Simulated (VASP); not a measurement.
# InP (Fm-3m) in VASP: electric field gradients with LDA

Aim: the electric field gradients of InP with LDA.

Program: VASP 6.6.1. These are calculated values, not measurements. Logs are shortened: lines on timing, memory, paths and dates and some standing lists are left out, and cuts for length are marked.

### Step 1. Starting point

It takes space group Fm-3m (No. 225, cubic). Conventional cell: a = 5.710 Å, b = 5.710 Å, c = 5.710 Å, α = 90.00°, β = 90.00°, γ = 90.00°. In (site symmetry m-3m) has 6 P at 2.85 Å as nearest neighbours. Around P (site symmetry m-3m) lie 6 In at 2.85 Å.

Measurements of this composition are mostly on another form, of space group No. 216.

### Step 2. Electric field gradients, LDA

File INCAR:

```
SYSTEM = InP
PREC = Accurate
ENCUT = 520
EDIFF = 1E-8
ISMEAR = -1
SIGMA = 0.03
LREAL = .False.
LASPH = .True.
NELM = 100
ALGO = Normal
ISIF = 2
LWAVE = .False.
LCHARG = .False.
GGA = CA
LEFG = .True.
NBANDS = 16
```

File KPOINTS:

```
regular mesh
0
Gamma
  11 11 11
  0 0 0
```

File POSCAR:

```
InP
1.0
    0.0000000000      2.8550000000      2.8550000000
    2.8550000000      0.0000000000      2.8550000000
    2.8550000000      2.8550000000      0.0000000000
In P
1 1
Direct
    0.0000000000      0.0000000000      0.0000000000
    0.5000000000      0.5000000000      0.5000000000
```

Potentials or basis: VASP PAW LDA potentials, release 64 (In_d, P).

The run is started by

```console
$ cat potpaw_LDA.64/In_d/POTCAR potpaw_LDA.64/P/POTCAR > POTCAR
$ mpirun -np 1 vasp_std > vasp.out
```

OUTCAR:

```text
SYSTEM = InP
   PREC = Accurate
   ENCUT = 520
   EDIFF = 1E-8
   ISMEAR = -1
   LREAL = .False.
   LASPH = .True.
   NELM = 100
   ISIF = 2
   GGA = CA

 ion  position               nearest neighbor table
   1  0.000  0.000  0.000-   2 2.85   2 2.85   2 2.85   2 2.85   2 2.85   2 2.85
   2  0.500  0.500  0.500-   1 2.85   1 2.85   1 2.85   1 2.85   1 2.85   1 2.85

  LATTYP: Found a face centered cubic cell.
 ALAT       =     5.7100000000

  Lattice vectors:

 A1 = (   0.0000000000,   2.8550000000,   2.8550000000)
 A2 = (   2.8550000000,   0.0000000000,   2.8550000000)
 A3 = (   2.8550000000,   2.8550000000,   0.0000000000)

Analysis of symmetry for initial positions (statically):
=====================================================================
 Subroutine PRICEL returns:
 Original cell was already a primitive cell.

 Routine SETGRP: Setting up the symmetry group for a
 face centered cubic supercell.

 Subroutine GETGRP returns: Found 48 space group operations
 (whereof 48 operations were pure point group operations)
 out of a pool of 48 trial point group operations.

The static configuration has the point symmetry O_h .

Analysis of symmetry for dynamics (positions and initial velocities):
=====================================================================
 Subroutine PRICEL returns:
 Original cell was already a primitive cell.

 Routine SETGRP: Setting up the symmetry group for a
 face centered cubic supercell.

 Subroutine GETGRP returns: Found 48 space group operations
 (whereof 48 operations were pure point group operations)
 out of a pool of 48 trial point group operations.

The dynamic configuration has the point symmetry O_h .

 Subroutine INISYM returns: Found 48 space group operations
 (whereof 48 operations are pure point group operations),
 and found     1 'primitive' translations

----------------------------------------------------------------------------------------

                                     Primitive cell

  volume of cell :      46.5424

  direct lattice vectors                    reciprocal lattice vectors
     0.000000000  2.855000000  2.855000000    -0.175131349  0.175131349  0.175131349
     2.855000000  0.000000000  2.855000000     0.175131349 -0.175131349  0.175131349
     2.855000000  2.855000000  0.000000000     0.175131349  0.175131349 -0.175131349

  length of vectors
     4.037579721  4.037579721  4.037579721     0.303336394  0.303336394  0.303336394

  position of ions in fractional coordinates (direct lattice)
     0.000000000  0.000000000  0.000000000
     0.500000000  0.500000000  0.500000000

  ion indices of the primitive-cell ions
   primitive index   ion index
                 1           1
                 2           2

----------------------------------------------------------------------------------------

 KPOINTS: regular mesh

Automatic generation of k-mesh.
 Grid dimensions read from file:
 generate k-points for:   11   11   11

 Generating k-lattice:

  Cartesian coordinates                     Fractional coordinates (reciprocal lattice)
    -0.015921032  0.015921032  0.015921032     0.090909091  0.000000000  0.000000000
     0.015921032 -0.015921032  0.015921032     0.000000000  0.090909091  0.000000000
     0.015921032  0.015921032 -0.015921032     0.000000000  0.000000000  0.090909091

  Length of vectors
     0.027576036  0.027576036  0.027576036

  Shift w.r.t. Gamma in fractional coordinates (k-lattice)
     0.000000000  0.000000000  0.000000000

 Subroutine IBZKPT returns following result:
 ===========================================

 Found     56 irreducible k-points:

 Following reciprocal coordinates:
            Coordinates               Weight
  0.000000  0.000000  0.000000      1.000000
  0.090909  0.000000  0.000000      8.000000
  0.181818  0.000000  0.000000      8.000000
  0.272727  0.000000  0.000000      8.000000
  0.363636  0.000000  0.000000      8.000000
  0.454545  0.000000  0.000000      8.000000
[... 16 lines left out ...]
 -0.272727  0.181818  0.000000     24.000000
 -0.181818  0.181818  0.000000     12.000000
 [... further k-points ...]
   k-points           NKPTS =     56   k-points in BZ     NKDIM =     56   number of bands    NBANDS=     16
   number of dos      NEDOS =    301   number of ions     NIONS =      2
   total plane-waves  NPLWV =  27000
   dimension x,y,z NGX =    30 NGY =   30 NGZ =   30
   dimension x,y,z NGXF=    60 NGYF=   60 NGZF=   60
   ions per type =               1   1
   NGX,Y,Z   is equivalent  to a cutoff of  12.35, 12.35, 12.35 a.u.
   NGXF,Y,Z  is equivalent  to a cutoff of  24.70, 24.70, 24.70 a.u.
 SYSTEM =  InP
   PREC   = accura    normal or accurate (medium, high low for compatibility)
   ISTART =      0    job   : 0-new  1-cont  2-samecut
   ICHARG =      2    charge: 1-file 2-atom 10-const
   ISPIN  =      1    spin polarized calculation?
   LNONCOLLINEAR =      F non collinear calculations
   LSORBIT =      F    spin-orbit coupling
   LASPH  =      T    aspherical Exc in radial PAW
   ENCUT  =  520.0 eV  38.22 Ry    6.18 a.u.   7.51  7.51  7.51*2*pi/ulx,y,z
   NELM   =    100;   NELMIN=  2; NELMDL= -5     # of ELM steps
   EDIFF  = 0.1E-07   stopping-criterion for ELM
   LREAL  =      F    real-space projection
   EDIFFG = 0.1E-06   stopping-criterion for IOM
   NSW    =      0    number of steps for IOM
   IBRION =     -1    ionic relax: 0-MD 1-quasi-New 2-CG
   NFREE  =      0    steps in history (QN), initial steepest desc. (CG)
   ISIF   =      2    stress and relaxation
   ISYM   =      2    0-nonsym 1-usesym 2-fastsym
   POTIM  = 0.5000    time-step for ionic-motion
   TEBEG  =    0.0;   TEEND  =   0.0 temperature during run
   PSTRESS=    0.0 pullay stress
   NELECT =      18.0000    total number of electrons
   NUPDOWN=      -1.0000    fix difference up-down
   EMIN   =  10.00;   EMAX   =-10.00  energy-range for DOS
   EFERMI =   0.00;   METHOD = LEGACY
   ISMEAR =    -1;   SIGMA  =   0.03  broadening in eV -4-tet -1-fermi 0-gaus
   EFERMI_NEDOS =   21; number of points for ismear=-14 and -15
   IALGO  =     38    algorithm
   IMIX   =      4    mixing-type and parameters
     AMIX     =   0.40;   BMIX     =  1.00
     AMIX_MAG =   1.60;   BMIX_MAG =  1.00
  volume/ion in A,a.u.               =      23.27       157.04
  Fermi-wavevector in a.u.,A,eV,Ry     =   1.192750  2.253971 19.356375  1.422653
  Thomas-Fermi vector in A             =   2.328781
   LORBIT       =      0    0 simple, 1 ext, 2 COOP (PROOUT), +10 PAW based schemes
   GGA     = CA    functional components
   LHFCALC =     F    Hartree Fock is set to
   AEXX    =    0.0000 exact exchange contribution
   IVDW    =     0    specifies the selected vdW correction
   LEPSILON=     F    determine dielectric tensor
   LRPA    =     F    only Hartree local field effects (RPA)
 non-spin polarized calculation
  energy-cutoff  :      520.00
  volume of cell :       46.54
 maximum number of plane-waves:      1273
 NGX is ok and might be reduce to    30
   NGX = 15   NGY = 15   NGZ = 15

 number of electron      17.9999993 magnetization

 Free energy of the ion-electron system (eV)
  ---------------------------------------------------
  ext. energy  EPLUGINS =         0.00000000
  ---------------------------------------------------
  free energy    TOTEN  =        -9.08926705 eV

  energy without entropy =       -9.08670572  energy(sigma->0) =       -9.08798639

 E-fermi :   5.7304     XC(G=0): -10.2286

 val. band max:        5.7250384651   @ k =  -0.4545   0.0909   0.0000
 cond. band min:       5.7710048011   @ k =  -0.0909   0.0909   0.0000
 fundamental gap:      0.0459663360
 Fermi energy:         5.7303620194

 k-point     1 :       0.0000    0.0000    0.0000
  band No.  band energies     occupation
      1      -8.2850      2.00000
      2      -8.2850      2.00000
      3      -8.2662      2.00000
      4      -8.2662      2.00000
      5      -8.2662      2.00000
      6      -5.6002      2.00000
[... 8 lines left out ...]
     15      13.5156      0.00000
     16      13.5156      0.00000
[... 419 lines left out ...]
 k-point    24 :      -0.1818    0.1818    0.0000
  band No.  band energies     occupation
      1      -8.3158      2.00000
      2      -8.3118      2.00000
      3      -8.2631      2.00000
      4      -8.2391      2.00000
      5      -8.2285      2.00000
      6      -4.6443      2.00000
[... 8 lines left out ...]
     15      15.2909      0.00000
     16      16.5053      0.00000

 [... further k-points ...]

------------------------ aborting loop because EDIFF is reached ----------------------------------------

  FORCE on cell =-STRESS in cart. coord.  units (eV):
  Direction    XX          YY          ZZ          XY          YZ          ZX
  --------------------------------------------------------------------------------------
  -------------------------------------------------------------------------------------
  Total       -2.8080542     -2.8080542     -2.8080542     -0.0000000     -0.0000000      0.0000000
  in kB      -96.6646620    -96.6646620    -96.6646620     -0.0000000     -0.0000000      0.0000000
  external PRESSURE =     -96.6646620 kB  Pullay stress =       0.0000000 kB

 VOLUME and BASIS-vectors are now :
 -----------------------------------------------------------------------------
  energy-cutoff  :      520.00
  volume of cell :       46.54
      direct lattice vectors                 reciprocal lattice vectors
     0.000000000  2.855000000  2.855000000    -0.175131349  0.175131349  0.175131349
     2.855000000  0.000000000  2.855000000     0.175131349 -0.175131349  0.175131349
     2.855000000  2.855000000  0.000000000     0.175131349  0.175131349 -0.175131349

 POSITION                                       TOTAL-FORCE (eV/Angst)
 -----------------------------------------------------------------------------------
      0.00000      0.00000      0.00000        -0.000000      0.000000     -0.000000
      2.85500      2.85500      2.85500         0.000000     -0.000000      0.000000
 -----------------------------------------------------------------------------------
    total drift:                               -0.000000      0.000000      0.000000

  FREE ENERGIE OF THE ION-ELECTRON SYSTEM (eV)
  ---------------------------------------------------
  free  energy   TOTEN  =        -9.0892670517 eV

  energy  without entropy=       -9.0867057211  energy(sigma->0) =       -9.08798639

 Electric field gradients (V/A^2)
---------------------------------------------------------------------
 ion       V_xx      V_yy      V_zz      V_xy      V_xz      V_yz
---------------------------------------------------------------------
   1       0.000     0.000     0.000    -0.001    -0.001    -0.001
   2       0.000    -0.000     0.000    -0.000    -0.000    -0.000
---------------------------------------------------------------------

 Electric field gradients after diagonalization (V/A^2)
 (convention: |V_zz| > |V_xx| > |V_yy|)
----------------------------------------------------------------------
 ion       V_xx      V_yy      V_zz     asymmetry (V_yy - V_xx)/ V_zz
----------------------------------------------------------------------
   1       0.001     0.001    -0.002       0.000
   2       0.000     0.000    -0.000       0.000
----------------------------------------------------------------------

           NMR quadrupolar parameters

 Cq : quadrupolar parameter    Cq=e*Q*V_zz/h
 eta: asymmetry parameters     (V_yy - V_xx)/ V_zz
 Q  : nuclear electric quadrupole moment in mb (millibarn)
----------------------------------------------------------------------
 ion       Cq(MHz)       eta       Q (mb)
----------------------------------------------------------------------
   1      -0.000       0.000       1.000
   2      -0.000       0.000       1.000
----------------------------------------------------------------------
```

It took 51 s on 1 thread of AMD EPYC 7R43 (Zen 3), shared host; peak memory 0.13 GiB.

Results:

| Item | Value |
| --- | --- |
| Free energy | -9.0893 eV |
| Pressure | -9.7 GPa |
| Band gap on the k mesh | none (metal or under the smearing width) |

Levels at points of the mesh, in eV from the Fermi level:
```csv
k point,band 7,band 8,band 9,band 10,band 11,band 12
"(0.00, 0.00, 0.00)",-0.29,-0.18,-0.18,-0.18,7.12,7.12
```

Electric field gradients, principal values (V/Å²):
| atom | Vxx | Vyy | Vzz |
| --- | --- | --- | --- |
| 1 In | 0.001 | 0.001 | -0.002 |
| 2 P | 0.000 | 0.000 | 0.000 |
